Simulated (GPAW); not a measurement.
Wanted: an ASE script for a GPAW 26.7.0 run.

```
Task                : relaxation of cell and atoms
Functional          : rSCAN
Potentials or basis : GPAW PAW data sets (gpaw-data 1.2.1)
Cutoff              : 800 eV
Basis               : pw
k mesh              : 7 × 7 × 4
Occupations         : fermi-dirac, width 0.05 eV
Spin                : no spin polarisation
Maxiter             : 150
Optimizer           : FIRE
Fmax                : 0.02 eV/Å
Max steps           : 60
Convergence         : density=1e-06 energy=1e-06 eigenstates=1e-10
```

Crystal: AlN.

```
Al N
1.0
     3.11300    0.00000    0.00000
    -1.55650    2.69594    0.00000
     0.00000    0.00000    4.98100
Al N
2 2
Direct
  0.66667 0.33333 0.50000
  0.33333 0.66667 0.00000
  0.66667 0.33333 0.88000
  0.33333 0.66667 0.38000
```

These files were run (other wordings do the same):

run.py

```python
from ase import Atoms
from ase.filters import FrechetCellFilter
from ase.io import write
from ase.optimize import FIRE
from gpaw import GPAW, PW

atoms = Atoms(['Al', 'Al', 'N', 'N'],
              cell=[[3.113, 0.0, 0.0],
                    [-1.5565, 2.695937082, 0.0],
                    [0.0, 0.0, 4.981]],
              scaled_positions=[[0.6666666667, 0.3333333333, 0.5],
                                [0.3333333333, 0.6666666667, 0.0],
                                [0.6666666667, 0.3333333333, 0.88],
                                [0.3333333333, 0.6666666667, 0.38]],
              pbc=True)

calc = GPAW(mode=PW(800),
            xc='MGGA_X_RSCAN+MGGA_C_RSCAN',
            kpts={'size': (7, 7, 4), 'gamma': True},
            occupations={'name': 'fermi-dirac', 'width': 0.05},
            nbands=18,
            convergence={'density': 1e-06, 'energy': 1e-06, 'eigenstates': 1e-10},
            maxiter=150,
            txt='gpaw.txt')
atoms.calc = calc
opt = FIRE(FrechetCellFilter(atoms), trajectory='relax.traj', logfile='-')
done = opt.run(fmax=0.02, steps=60)
calc.write('gs.gpw')
write('result.traj', atoms)
print('Converged:', done)
print('Cell:', atoms.cell.cellpar().round(4))
print('Volume:', round(atoms.get_volume(), 4))
print(atoms.get_scaled_positions().round(5))
```

Potentials or basis: GPAW PAW data sets (gpaw-data 1.2.1), pw.

Run with:

```bash
$ OMP_NUM_THREADS=1 python run.py
```

It gave:

```yaml
Relaxed_volume: 10.39 Å³/atom
Relaxed_cell: a = 3.106 Å, b = 3.106 Å, c = 4.975 Å, α = 90.00°, β = 90.00°, γ = 120.00°
Space_group_after_relaxing_to_0.05_Å: P6_3mc (No. 186)
Energy_gained_by_relaxing: 0.4 meV/atom
Ionic_steps: 11
Pressure_after_relaxing: -0.2 GPa
Largest_force_after_relaxing: 0.017 eV/Å
Band_gap_on_the_k_mesh: 4.96 eV, direct
```

Caveat: later steps reuse the first step's grids; the PAW data sets were made with another functional, which shifts forces and pressure a little.

Wall time 9 min on 1 thread of Intel(R) Xeon(R) 6975P-C (Granite Rapids), on a shared host, peak memory 0.66 GiB.
